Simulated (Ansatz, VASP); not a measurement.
## Two plane-wave programs on BeS

```
Be S
1.0
     0.00000    2.42500    2.42500
     2.42500    0.00000    2.42500
     2.42500    2.42500    0.00000
Be S
1 1
Direct
  0.00000 0.00000 0.00000
  0.75000 0.75000 0.75000
```

Alike in both runs: task electric field gradients; functional PBE; k mesh 3 × 3 × 3; occupations fermi-dirac, width 0.02 eV; no spin polarisation.

```csv
,VASP,Ansatz
version,VASP 6.6.1,Ansatz 0.2.0
potentials or method,"VASP PAW PBE potentials, release 64 (Be, S)","PAW with Ansatz's default frozen-core files, scalar-relativistic"
plane-wave cutoff (eV),520,420
valence electrons in the cell,8,8
```

Ansatz gave:

```
gap on the k mesh at the Fermi level (eV)                      : 3.79
pressure (GPa)                                                 : 3.7
Vzz of the field gradient on the site that differs most (V/Å²) : 0.0
```

Q: What did VASP give for the same quantities?

A: gap on the k mesh at the Fermi level (eV): 3.79; pressure (GPa): 3.8; Vzz of the field gradient on the site that differs most (V/Å²): 0.0.

Caveats: the k mesh is coarse (spacing up to 0.75 Å⁻¹), so the values aren't converged; an odd mesh through Γ misses points on the zone boundary, where band edges often lie. A hybrid or GW would open this gap; PBE tends to underestimate it.
